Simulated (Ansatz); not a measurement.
# Preparing GaN (P6_3mc) as a host crystal, part 2 of 3

Before any defect goes in: GaN (P6_3mc) at rest, and how it screens a charge.

Ansatz 0.2.0; plane-wave PAW DFT, r2SCAN; relaxation of the host's cell and atoms (the session's first sound run).

So far. Step 3 (Dielectric tensors of the host): The principal values of the electronic dielectric tensor are 5.84, 5.84 and 6.02. The principal values of the static dielectric tensor are 10.10, 10.10 and 11.18.

## 4. Defect free supercell relaxed in its symmetry

This cell, the one that will hold the defects, is built from the relaxed host. Its coarser k-points can move the atoms a little, so it is relaxed from the symmetric sites, as the reference for the test of stability.

This step: plane-wave PAW DFT, r2SCAN; relaxation of the defect-free supercell in its symmetry (Ansatz 0.2.0).

System of this step: GaN (P6_3mc). The cell holds 72 atoms: 36 Ga and 36 N. Its edges and angles: a = 9.549 Å, b = 9.549 Å, c = 10.367 Å, α = 90.0°, β = 90.0°, γ = 120.0°.

pristine.symmetric/input.yaml reads:

```yaml
crystal:
  lattice:
    - [9.5492592266, 0.0, 0.0]
    - [-4.7746296133, 8.2699010776, 0.0]
    - [0.0, 0.0, 10.3671611136]
  atoms:
    - { symbol: Ga, position: [0.2222222222, 0.1111111111, 0.249554212] }
    - { symbol: Ga, position: [0.1111111111, 0.2222222222, 0.499554212] }
    - { symbol: "N", position: [0.2222222222, 0.1111111111, 0.437945788] }
    - { symbol: "N", position: [0.1111111111, 0.2222222222, 0.187945788] }
    - { symbol: Ga, position: [0.2222222222, 0.1111111111, 0.7495542121] }
    - { symbol: Ga, position: [0.1111111111, 0.2222222222, 0.999554212] }
    - { symbol: "N", position: [0.2222222222, 0.1111111111, 0.937945788] }
    - { symbol: "N", position: [0.1111111111, 0.2222222222, 0.6879457879] }
    - { symbol: Ga, position: [0.2222222222, 0.4444444444, 0.249554212] }
    - { symbol: Ga, position: [0.1111111111, 0.5555555556, 0.499554212] }
    - { symbol: "N", position: [0.2222222222, 0.4444444444, 0.437945788] }
    - { symbol: "N", position: [0.1111111111, 0.5555555556, 0.187945788] }
    - { symbol: Ga, position: [0.2222222222, 0.4444444444, 0.7495542121] }
    - { symbol: Ga, position: [0.1111111111, 0.5555555556, 0.999554212] }
    - { symbol: "N", position: [0.2222222222, 0.4444444444, 0.937945788] }
    - { symbol: "N", position: [0.1111111111, 0.5555555556, 0.6879457879] }
    - { symbol: Ga, position: [0.2222222222, 0.7777777778, 0.249554212] }
    - { symbol: Ga, position: [0.1111111111, 0.8888888889, 0.499554212] }
    - { symbol: "N", position: [0.2222222222, 0.7777777778, 0.437945788] }
    - { symbol: "N", position: [0.1111111111, 0.8888888889, 0.187945788] }
    - { symbol: Ga, position: [0.2222222222, 0.7777777778, 0.7495542121] }
    - { symbol: Ga, position: [0.1111111111, 0.8888888889, 0.999554212] }
    - { symbol: "N", position: [0.2222222222, 0.7777777778, 0.937945788] }
    - { symbol: "N", position: [0.1111111111, 0.8888888889, 0.6879457879] }
    - { symbol: Ga, position: [0.5555555556, 0.1111111111, 0.249554212] }
    - { symbol: Ga, position: [0.4444444444, 0.2222222222, 0.499554212] }
    - { symbol: "N", position: [0.5555555556, 0.1111111111, 0.437945788] }
    - { symbol: "N", position: [0.4444444444, 0.2222222222, 0.187945788] }
    - { symbol: Ga, position: [0.5555555556, 0.1111111111, 0.7495542121] }
    - { symbol: Ga, position: [0.4444444444, 0.2222222222, 0.999554212] }
    - { symbol: "N", position: [0.5555555556, 0.1111111111, 0.937945788] }
    - { symbol: "N", position: [0.4444444444, 0.2222222222, 0.6879457879] }
    - { symbol: Ga, position: [0.5555555556, 0.4444444444, 0.249554212] }
    - { symbol: Ga, position: [0.4444444444, 0.5555555556, 0.499554212] }
    - { symbol: "N", position: [0.5555555556, 0.4444444444, 0.437945788] }
    - { symbol: "N", position: [0.4444444444, 0.5555555556, 0.187945788] }
    - { symbol: Ga, position: [0.5555555556, 0.4444444444, 0.7495542121] }
    - { symbol: Ga, position: [0.4444444444, 0.5555555556, 0.999554212] }
    - { symbol: "N", position: [0.5555555556, 0.4444444444, 0.937945788] }
    - { symbol: "N", position: [0.4444444444, 0.5555555556, 0.6879457879] }
    - { symbol: Ga, position: [0.5555555556, 0.7777777778, 0.249554212] }
    - { symbol: Ga, position: [0.4444444444, 0.8888888889, 0.499554212] }
    - { symbol: "N", position: [0.5555555556, 0.7777777778, 0.437945788] }
    - { symbol: "N", position: [0.4444444444, 0.8888888889, 0.187945788] }
    - { symbol: Ga, position: [0.5555555556, 0.7777777778, 0.7495542121] }
    - { symbol: Ga, position: [0.4444444444, 0.8888888889, 0.999554212] }
    - { symbol: "N", position: [0.5555555556, 0.7777777778, 0.937945788] }
    - { symbol: "N", position: [0.4444444444, 0.8888888889, 0.6879457879] }
    - { symbol: Ga, position: [0.8888888889, 0.1111111111, 0.249554212] }
    - { symbol: Ga, position: [0.7777777778, 0.2222222222, 0.499554212] }
    - { symbol: "N", position: [0.8888888889, 0.1111111111, 0.437945788] }
    - { symbol: "N", position: [0.7777777778, 0.2222222222, 0.187945788] }
    - { symbol: Ga, position: [0.8888888889, 0.1111111111, 0.7495542121] }
    - { symbol: Ga, position: [0.7777777778, 0.2222222222, 0.999554212] }
    - { symbol: "N", position: [0.8888888889, 0.1111111111, 0.937945788] }
    - { symbol: "N", position: [0.7777777778, 0.2222222222, 0.6879457879] }
    - { symbol: Ga, position: [0.8888888889, 0.4444444444, 0.249554212] }
    - { symbol: Ga, position: [0.7777777778, 0.5555555556, 0.499554212] }
    - { symbol: "N", position: [0.8888888889, 0.4444444444, 0.437945788] }
    - { symbol: "N", position: [0.7777777778, 0.5555555556, 0.187945788] }
    - { symbol: Ga, position: [0.8888888889, 0.4444444444, 0.7495542121] }
    - { symbol: Ga, position: [0.7777777778, 0.5555555556, 0.999554212] }
    - { symbol: "N", position: [0.8888888889, 0.4444444444, 0.937945788] }
    - { symbol: "N", position: [0.7777777778, 0.5555555556, 0.6879457879] }
    - { symbol: Ga, position: [0.8888888889, 0.7777777778, 0.249554212] }
    - { symbol: Ga, position: [0.7777777778, 0.8888888889, 0.499554212] }
    - { symbol: "N", position: [0.8888888889, 0.7777777778, 0.437945788] }
    - { symbol: "N", position: [0.7777777778, 0.8888888889, 0.187945788] }
    - { symbol: Ga, position: [0.8888888889, 0.7777777778, 0.7495542121] }
    - { symbol: Ga, position: [0.7777777778, 0.8888888889, 0.999554212] }
    - { symbol: "N", position: [0.8888888889, 0.7777777778, 0.937945788] }
    - { symbol: "N", position: [0.7777777778, 0.8888888889, 0.6879457879] }
basis:
  ecutwfc: 500
  xc_grid: 2
hamiltonian:
  xc: r2scan
kpoints:
  mp_grid: { grid: [1, 1, 1] }
scf:
  occupations: { method: fermi_dirac, width: 0.01 }
  max_iter: 100
  lower_state_search: "off"
output:
  forces: true
relax:
  f_tol: 0.015
  max_steps: 60
  escape_saddle: false
checkpoint:
  write: "../pristine.symmetric.run"
  compress: false
  write_wavefunctions: false
  write_every: 100000
```

Run with:

```console
ansatz run input.yaml --threads 32 --pin off --max-ram 84787MiB --backend cuda --events-out ev --progress --plain --runs-dir out --max-vram 78GiB
```

Numbers of over 12 decimals in the logs are rounded to 6 here.

Log:

```text
[...]
device memory: the entry about to start is reckoned to put 3.9 GiB on a device that reports 173.0 GiB free (of which the cap on the GPU budget leaves the run 78.0 GiB)
GPU FFT provider: cuFFT
GPU libraries: cuBLAS 13.8.1, cuFFT 12.4.0, cuSOLVER 12.3.2
GPU matrix products: emulated (plane waves: as basis.precision tells), large ones in fixed point in workspaces of 1.00 GiB
Crystal: 72 atoms, lattice volume = 818.710 Å³
Basis set: ecut = 500 eV, 20899 PW (Γ), exchange–correlation on 144×144×160 points (8 copies of the dense FFT grid, shifted against one another)
Bands: 396, of which v1, the nominal top of the filled ones, is band 324 counted from 1 (323 counted from 0)
Symmetry: 216 space group operations
[...]
k-points: 1
[...]
GPU buffer pool allocated for 414720 grid points (all kernels)
GPU transforms: local potential: pruned to the plane-wave sphere, on 72×72×75; band sums: pruned to the plane-wave sphere, on 72×72×80
[...]
SCF iter   1: F=-150344.339551 eV  HF=-150343.596853 eV  |Δ(HF+E_count)|=         —  Δρ=1.48e-2  dr2=8.93e-1  dr2_τ=4.00e0  Hψ=1351
[...]
SCF iter   3: F=-150344.777189 eV  HF=-150344.785725 eV  |Δ(HF+E_count)|=   5.97e-3  Δρ=3.94e-3  dr2=5.35e-2  dr2_τ=3.02e-3  Hψ=657
automatic band count: iteration 3 solves 375 bands in place of 396: the levels show a gap, and the empty bands left out lie too high to hold charge; the band table lists the bands solved (type scf.n_extra_bands for more)
SCF iter   4: F=-150344.785406 eV  HF=-150344.784698 eV  |Δ(HF+E_count)|=   1.03e-3  Δρ=5.51e-4  dr2=1.86e-3  dr2_τ=5.42e-4  Hψ=660
[...]
SCF iter   7: F=-150344.785784 eV  HF=-150344.785784 eV  |Δ(HF+E_count)|=   2.52e-6  Δρ=4.99e-6  dr2=2.03e-7  dr2_τ=3.66e-9  Hψ=1026
SCF 1 converged in 7 iterations: F = -150344.785784 eV  dr2 = 2.03e-7
[...]
relax step   1: F+E_penalty+E_count = -150344.78578409 eV  Δ(F+E_penalty+E_count) = +0.000e0 eV  max|allowed force component| = 1.671e-2 eV/Å  Δτ_max = 0.0000 Å  (7 SCF iters, dr2 threshold 5.63e-6 eV, accepted)
[...]
SCF iter   4: F=-150344.785999 eV  HF=-150344.785999 eV  |Δ(HF+E_count)|=   1.12e-7  Δρ=2.05e-6  dr2=2.16e-8  dr2_τ=9.94e-10  Hψ=1083
SCF 2 converged in 4 iterations: F = -150344.785999 eV  dr2 = 2.16e-8
relax step   2: F+E_penalty+E_count = -150344.78599891 eV  Δ(F+E_penalty+E_count) = -2.148e-4 eV  max|allowed force component| = 1.164e-2 eV/Å  Δτ_max = 0.0002 Å  (4 SCF iters, accepted)
[...]
SCF iter   2: F=-150344.785999 eV  HF=-150344.785999 eV  |Δ(HF+E_count)|=   3.32e-9  Δρ=1.25e-6  dr2=8.63e-9  dr2_τ=2.53e-10  Hψ=1032
SCF 3 converged in 2 iterations: F = -150344.785999 eV  dr2 = 8.63e-9
SCF converged after 2 iterations
Free energy (F): -150344.785999 eV
[...]
Internal energy: -150344.785999 eV  (E = F + TS)
E sigma→0 (E₀):  -150344.785999 eV
Fermi energy:    10.725641 eV
[...]
--- Forces (eV/Å), atoms counted from 1 ---
  atom   1  Ga     0.00000000     0.00000000     0.01168344
  atom   2  Ga    -0.00000000     0.00000000     0.01168344
  atom   3  N      0.00000000    -0.00000000    -0.01162320
  atom   4  N     -0.00000000    -0.00000000    -0.01162320
  atom   5  Ga    -0.00000000     0.00000000     0.01168344
  atom   6  Ga    -0.00000000    -0.00000000     0.01168344
  [... 66 more lines of this table ...]
  max |Σ_I F_I| component: 2.17e-3 eV/Å
--- Relaxed structure (2 steps of the walk, 2 accepted, 0 SCFs on fresh bases) ---
  F+E_penalty+E_count = -150344.78599891 eV   max|allowed force component| = 1.164e-2 eV/Å
  atoms:
    - { symbol: Ga, position: [0.222222, 0.111111, 0.249574] }
    - { symbol: Ga, position: [0.111111, 0.222222, 0.499574] }
    - { symbol: N, position: [0.222222, 0.111111, 0.437926] }
    - { symbol: N, position: [0.111111, 0.222222, 0.187926] }
    - { symbol: Ga, position: [0.222222, 0.111111, 0.749574] }
    - { symbol: Ga, position: [0.111111, 0.222222, 0.999574] }
  [... 66 more lines of this table ...]
```

Run time: 2.1 s. Hardware: 1 × NVIDIA GB200 with 32 threads of Arm Neoverse V2, shared host; peak memory 1.3 GiB; 6.4 s of CPU time.

Hardly anything moved in the relaxation; the energy changed by under 0.2 meV an atom.

## 5. Defect free supercell relaxed from displaced atoms

This step: plane-wave PAW DFT, r2SCAN; relaxation of the defect-free supercell from random displacements, a test of the host's stability (Ansatz 0.2.0).

pristine.rattled/input.yaml, as its differences from pristine.symmetric/input.yaml of step 4:

```diff
@@ -93,6 +93,6 @@
   f_tol: 0.015
-  max_steps: 60
-  escape_saddle: false
+  max_steps: 120
+  random_displacement: { amplitude: 0.06, seed: 7124 }
 checkpoint:
-  write: "../pristine.symmetric.run"
+  write: "../pristine.rattled.run"
   compress: false
```

Log:

```text
[...]
Crystal: 72 atoms, lattice volume = 818.710 Å³
Basis set: ecut = 500 eV, 20899 PW (Γ), exchange–correlation on 144×144×160 points (8 copies of the dense FFT grid, shifted against one another)
Bands: 396, of which v1, the nominal top of the filled ones, is band 324 counted from 1 (323 counted from 0)
Symmetry: 1 space group operations
k-points: 1
[...]
SCF iter   1: F=-150341.648944 eV  HF=-150340.919767 eV  |Δ(HF+E_count)|=         —  Δρ=1.49e-2  dr2=9.25e-1  dr2_τ=4.05e0  Hψ=1570
[...]
SCF iter   4: F=-150342.104032 eV  HF=-150342.103237 eV  |Δ(HF+E_count)|=   1.97e-3  Δρ=6.02e-4  dr2=2.04e-3  dr2_τ=5.15e-4  Hψ=624
[...]
SCF iter   7: F=-150342.103673 eV  HF=-150342.103673 eV  |Δ(HF+E_count)|=   3.73e-6  Δρ=1.57e-5  dr2=1.53e-6  dr2_τ=2.14e-7  Hψ=1317
SCF 1 converged in 7 iterations: F = -150342.103673 eV  dr2 = 1.53e-6
[...]
relax step   1: F+E_penalty+E_count = -150342.10367345 eV  Δ(F+E_penalty+E_count) = +0.000e0 eV  max|allowed force component| = 2.093e0 eV/Å  Δτ_max = 0.0000 Å  (7 SCF iters, dr2 threshold 5.63e-6 eV, accepted)
[...]
relax step   2: F+E_penalty+E_count = -150344.02690409 eV  Δ(F+E_penalty+E_count) = -1.923e0 eV  max|allowed force component| = 9.829e-1 eV/Å  Δτ_max = 0.0578 Å  (6 SCF iters, dr2 threshold 1.00e-4 eV, accepted)
relax step   3: F+E_penalty+E_count = -150344.78609580 eV  Δ(F+E_penalty+E_count) = -7.592e-1 eV  max|allowed force component| = 1.088e-2 eV/Å  Δτ_max = 0.0489 Å  (6 SCF iters, dr2 threshold 6.04e-5 eV, accepted)
[...]
SCF iter   1: F=-150344.786096 eV  HF=-150344.786110 eV  |Δ(HF+E_count)|=         —  Δρ=4.34e-5  dr2=1.37e-5  dr2_τ=2.03e-6  Hψ=876
[...]
SCF iter   2: F=-150344.786108 eV  HF=-150344.786107 eV  |Δ(HF+E_count)|=   2.87e-6  Δρ=1.80e-5  dr2=2.67e-6  dr2_τ=2.71e-7  Hψ=652
[...]
SCF iter   4: F=-150344.786109 eV  HF=-150344.786109 eV  |Δ(HF+E_count)|=   1.01e-6  Δρ=3.03e-6  dr2=7.69e-8  dr2_τ=1.49e-8  Hψ=1354
SCF 4 converged in 4 iterations: F = -150344.786109 eV  dr2 = 7.69e-8
[...]
relax step   4: F+E_penalty+E_count = -150344.78610911 eV  Δ(F+E_penalty+E_count) = -1.331e-5 eV  max|allowed force component| = 1.056e-2 eV/Å  Δτ_max = 0.0000 Å  (4 SCF iters, accepted)
[...]
SCF iter   1: F=-150344.786109 eV  HF=-150344.786109 eV  |Δ(HF+E_count)|=         —  Δρ=3.03e-6  dr2=7.69e-8  dr2_τ=1.49e-8  Hψ=1571
[...]
SCF iter   2: F=-150344.786109 eV  HF=-150344.786109 eV  |Δ(HF+E_count)|=   2.59e-9  Δρ=1.14e-6  dr2=1.41e-8  dr2_τ=1.50e-9  Hψ=1185
SCF 5 converged in 2 iterations: F = -150344.786109 eV  dr2 = 1.41e-8
SCF converged after 2 iterations
Free energy (F): -150344.786109 eV
[...]
Internal energy: -150344.786109 eV  (E = F + TS)
E sigma→0 (E₀):  -150344.786109 eV
Fermi energy:    10.726010 eV
[...]
--- Forces (eV/Å), atoms counted from 1 ---
  atom   1  Ga    -0.00030010     0.00014455    -0.00083459
  atom   2  Ga     0.00655214    -0.00427991     0.00341280
  atom   3  N     -0.00186786     0.00003017     0.00031822
  atom   4  N      0.00175233    -0.00024591     0.00211013
  atom   5  Ga     0.00015267    -0.00491665     0.00802628
  atom   6  Ga    -0.00698000     0.00124096    -0.00410241
  [... 66 more lines of this table ...]
  max |Σ_I F_I| component: 4.28e-3 eV/Å
--- Relaxed structure (4 steps of the walk, 4 accepted, 0 SCFs on fresh bases) ---
  F+E_penalty+E_count = -150344.78610911 eV   max|allowed force component| = 1.056e-2 eV/Å
  atoms:
    - { symbol: Ga, position: [0.222429, 0.111042, 0.249272] }
    - { symbol: Ga, position: [0.111264, 0.222214, 0.499227] }
    - { symbol: N, position: [0.222410, 0.111082, 0.437523] }
    - { symbol: N, position: [0.111375, 0.222213, 0.187525] }
    - { symbol: Ga, position: [0.222441, 0.111093, 0.749196] }
    - { symbol: Ga, position: [0.111410, 0.222161, 0.999284] }
  [... 66 more lines of this table ...]
```

The job ended after 3.4 s (1 × NVIDIA GB200 with 32 threads; peak memory 1.2 GiB).

Step by step:

| step | energy less that of the first step (eV) | largest force component (eV/Å) |
| --- | --- | --- |
| 1 | 0.0000 | 2.0929 |
| 2 | -1.9232 | 0.9829 |
| 3 | -2.6824 | 0.0109 |
| 4 | -2.6824 | 0.0106 |

The relaxation ends 37 meV an atom lower than the displaced start, with a largest force component of 0.011 eV/Å.

## 6. Host on a dense mesh

This step: plane-wave PAW DFT, r2SCAN; single point of the defect-free host, a test of the k-point sampling (Ansatz 0.2.0).

System of this step: GaN (P6_3mc). It takes space group P6_3mc (No. 186, hexagonal). Conventional cell: a = 3.183 Å, b = 3.183 Å, c = 5.184 Å, α = 90.00°, β = 90.00°, γ = 120.00°. Nearest to Ga lie 4 N at 1.95 Å. N has 4 Ga at 1.95 Å nearest. Farther neighbours and most contacts between anions are not listed.

dense/input.yaml reads:

```yaml
crystal:
  lattice:
    - [3.1830864089, 0.0, 0.0]
    - [-1.5915432044, 2.7566336925, 0.0]
    - [0.0, 0.0, 5.1835805568]
  atoms:
    - { symbol: Ga, position: [0.6666666667, 0.3333333333, 0.4991084241] }
    - { symbol: Ga, position: [0.3333333333, 0.6666666667, 0.9991084241] }
    - { symbol: "N", position: [0.6666666667, 0.3333333333, 0.8758915759] }
    - { symbol: "N", position: [0.3333333333, 0.6666666667, 0.3758915759] }
basis:
  ecutwfc: 500
  xc_grid: 2
hamiltonian:
  xc: r2scan
kpoints:
  mp_grid: { grid: [10, 10, 6] }
scf:
  occupations: { method: fermi_dirac, width: 0.01 }
  max_iter: 100
  lower_state_search: "off"
checkpoint:
  write: "../dense.run"
  compress: false
  write_wavefunctions: false
  write_every: 100000
```

Run with:

```console
ansatz run input.yaml --threads 32 --pin off --max-ram 84787MiB --backend cpu --events-out ev --progress --plain --runs-dir out
```

Log:

```text
[...]
Crystal: 4 atoms, lattice volume = 45.484 Å³
Basis set: ecut = 500 eV, 1129 PW (Γ), exchange–correlation on 48×48×80 points (8 copies of the dense FFT grid, shifted against one another)
Bands: 22, of which v1, the nominal top of the filled ones, is band 18 counted from 1 (17 counted from 0)
Symmetry: 12 space group operations
[...]
k-points: 56 of 600 (time reversal used)
[...]
SCF iter   1: F=-8352.752997 eV  HF=-8352.711854 eV  |Δ(HF+E_count)|=         —  Δρ=1.25e-2  dr2=2.67e-2  dr2_τ=1.92e-1  Hψ=5435
[...]
SCF iter   8: F=-8352.774689 eV  HF=-8352.774689 eV  |Δ(HF+E_count)|=   2.27e-8  Δρ=8.04e-6  dr2=2.89e-8  dr2_τ=5.07e-10  Hψ=2464
SCF 1 converged in 8 iterations: F = -8352.774689 eV  dr2 = 2.89e-8
[...]
SCF converged after 8 iterations
Free energy (F): -8352.774689 eV
[...]
Internal energy: -8352.774689 eV  (E = F + TS)
E sigma→0 (E₀):  -8352.774689 eV
Fermi energy:    10.665955 eV
[...]
```

It took 0.67 s on 32 threads; peak memory 0.16 GiB.

## 7. Defect free supercell at the zone centre

The supercell is run at the zone centre, to see how far that sampling misses the dense mesh.

System of this step: GaN (P6_3mc). The cell holds 72 atoms: 36 Ga and 36 N. Cell: a = 9.549 Å, b = 9.549 Å, c = 10.367 Å, α = 90.0°, β = 90.0°, γ = 120.0°.

pristine.sampling_gamma/input.yaml, as its differences from pristine.rattled/input.yaml of step 5:

```diff
@@ -89,10 +89,4 @@
   lower_state_search: "off"
-output:
-  forces: true
-relax:
-  f_tol: 0.015
-  max_steps: 120
-  random_displacement: { amplitude: 0.06, seed: 7124 }
 checkpoint:
-  write: "../pristine.rattled.run"
+  write: "../pristine.sampling_gamma.run"
   compress: false
```

Run with:

```console
ansatz run input.yaml --threads 32 --pin off --max-ram 84787MiB --backend cuda --events-out ev --progress --plain --runs-dir out --max-vram 78GiB
```

Log:

```text
[...]
GPU FFT provider: cuFFT
GPU libraries: cuBLAS 13.8.1, cuFFT 12.4.0, cuSOLVER 12.3.2
[...]
Crystal: 72 atoms, lattice volume = 818.710 Å³
Basis set: ecut = 500 eV, 20899 PW (Γ), exchange–correlation on 144×144×160 points (8 copies of the dense FFT grid, shifted against one another)
Bands: 396, of which v1, the nominal top of the filled ones, is band 324 counted from 1 (323 counted from 0)
Symmetry: 216 space group operations
[...]
k-points: 1
[...]
GPU buffer pool allocated for 414720 grid points (all kernels)
[...]
SCF iter   1: F=-150344.339546 eV  HF=-150343.596845 eV  |Δ(HF+E_count)|=         —  Δρ=1.48e-2  dr2=8.93e-1  dr2_τ=4.00e0  Hψ=1351
[...]
SCF iter   8: F=-150344.785784 eV  HF=-150344.785784 eV  |Δ(HF+E_count)|=   9.09e-8  Δρ=1.64e-6  dr2=2.45e-8  dr2_τ=1.66e-9  Hψ=915
SCF 1 converged in 8 iterations: F = -150344.785784 eV  dr2 = 2.45e-8
[...]
SCF converged after 8 iterations
Free energy (F): -150344.785784 eV
[...]
Internal energy: -150344.785784 eV  (E = F + TS)
E sigma→0 (E₀):  -150344.785784 eV
Fermi energy:    10.725465 eV
[...]
```

The job ended after 1.4 s (1 × NVIDIA GB200 with 32 threads; peak memory 1.2 GiB; 3.2 s of CPU time).

(Continued in part 3 of 3.)

[Logs are printed without paths, hosts, clocks, repeated set-up lines and the standing remarks that a program may print on its own settings, such as how far it seeks lower states.]

[Hosts, paths, dates, database ids (printed as entryN), source tags and the programs' standing remarks are cut or masked in the printed files.]

[Runs of the host that timed out are not shown.]

[For some hosts the program warned that the k-mesh of the response run may be too coarse for force constants and the static dielectric constant; such warnings are not always shown.]

[The program warned that the k-mesh of a response run behind this text may be too coarse: force constants, and the static dielectric constant and all else formed from them, are not shown converged.]
